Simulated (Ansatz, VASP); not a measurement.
# LiCl: VASP beside Ansatz

```
CELL_PARAMETERS angstrom
0.04124 2.59727 2.59727
2.59727 0.04124 2.59727
2.59727 2.59727 0.04124
ATOMIC_POSITIONS crystal
Li 0.00000 0.00000 0.00000
Cl 0.50000 0.50000 0.50000
```

Change from the starting cell: shear_111 strain +2.4%.

Alike in both runs: task single point; functional r2SCAN; k mesh 8 × 8 × 8; no spin polarisation.

```csv
,VASP,Ansatz
version,VASP 6.6.1,Ansatz 0.2.0
potentials or method,"VASP PAW PBE potentials, release 64 (Li_sv, Cl)","plane waves, PAW"
plane-wave cutoff (eV),520,500
occupations,"gaussian, width 0.01 eV",fixed
valence electrons in the cell,10,10
```

|  | VASP | Ansatz | Ansatz less VASP |
| --- | --- | --- | --- |
| gap on the k mesh at the Fermi level (eV) | 7.15 | 7.09 | -0.067 |

 A k mesh can miss the band edges.
